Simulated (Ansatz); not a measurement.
# ZnO: the cost of one run

Method: DFT PBEsol, all-electron LAPW, scalar-relativistic unless said, in Ansatz 0.2.0.

## 1. The structure to begin with

It takes space group P6_3mc (No. 186, hexagonal). Conventional cell: a = 3.230 Å, b = 3.230 Å, c = 5.214 Å, α = 90.00°, β = 90.00°, γ = 120.00°. Around Zn (site symmetry 3m) lie 4 O at 1.97 to 1.98 Å. O (site symmetry 3m) has 4 Zn at 1.97 to 1.98 Å as nearest neighbours.

Coordinates:

```
CELL_PARAMETERS angstrom
3.23001 0.00000 0.00000
-1.61500 2.79727 0.00000
0.00000 0.00000 5.21434
ATOMIC_POSITIONS crystal
Zn 0.33333 0.66667 0.50004
Zn 0.66667 0.33333 0.00004
O 0.66667 0.33333 0.37897
O 0.33333 0.66667 0.87897
```

Cartesian axes are those of the input's lattice vectors. The structure goes back to a database entry.

## 2. Reference run, fine mesh, LAPW

Input file input.yaml:

```yaml
crystal:
  lattice:
    - [3.23000903044, 0.0, 0.0]
    - [-1.61500451522, 2.79726987481, 0.0]
    - [0.0, 0.0, 5.21434453377]
  atoms:
    - { symbol: Zn, position: [0.333333333333, 0.666666666667, 0.50004060045] }
    - { symbol: Zn, position: [0.666666666667, 0.333333333333, 4.060045e-05] }
    - { symbol: O, position: [0.666666666667, 0.333333333333, 0.37896939955] }
    - { symbol: O, position: [0.333333333333, 0.666666666667, 0.87896939955] }
kpoints:
  mp_grid: { grid: [8, 8, 4] }
scf:
  occupations: { method: fixed }
hamiltonian:
  xc: pbesol
  pseudopotentials: { kind: all_electron, lapw: { basis_error: 0.001 } }
output:
  forces: true
  stress: true
  eigenvalues: true
  eigenstates:
    nscf_kmesh: { grid: [12, 12, 6] }
    de_dk: true
    e_range: [-9, 10.70427516276]
checkpoint:
  write: ck
  write_wavefunctions: false
```

Command:

```bash
ansatz run input.yaml --threads 1 --pin off --max-ram 3072MiB --backend cpu --events-out ev --progress --plain --runs-dir out
```

**Question.** How long does this run take on 1 thread of Intel Xeon 6975P-C (Granite Rapids), shared host, and how much memory does it need?

About 40 s, with a peak of 0.45 GiB.
